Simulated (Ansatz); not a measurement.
**Sb under changes of volume**

One of the cells (31.554 Å³/atom); the others are scaled copies at fixed shape and fractional positions:

```xyz
1
Lattice="3.1600 0.0000 0.0000 0.0000 3.1600 0.0000 0.0000 0.0000 3.1600" Properties=species:S:1:pos:R:3 pbc="T T T"
Sb    0.0000    0.0000    0.0000
```

This isn't the form of Sb at room conditions, which is rhombohedral.

```yaml
Program: Ansatz 0.2.0
Functional: LDA
Potentials_or_basis: all-electron LAPW, scalar-relativistic
Cutoff: 185 eV (chosen from the basis error)
Basis_error_allowed: 0.001 eV/atom
k_mesh: 8 × 8 × 8
Occupations: fermi-dirac, width 0.05 eV
Spin: no spin polarisation
```

```tsv
volume (Å³/atom)	energy over the lowest point (meV/atom)	pressure (GPa)
29.661	0.00	-2.8
30.292	?	?
30.923	30.48	-4.8
31.554	51.32	-5.7
32.186	75.29	-6.4
32.817	102.01	-7.1
33.448	131.12	-7.6
```

Task: What does the run at 30.292 Å³/atom give?

Result: Energy over the lowest point 13.21 meV/atom; pressure -3.9 GPa.

Worked out: A Birch-Murnaghan fit of order 3 (a polynomial in V^(-2/3)) to the other rows has no minimum within the range. It gives 13.22 meV/atom at 30.292 Å³/atom, against the run's 13.21, and -dE/dV = -3.9 GPa, against -3.9.

Energies are extrapolated to zero smearing.
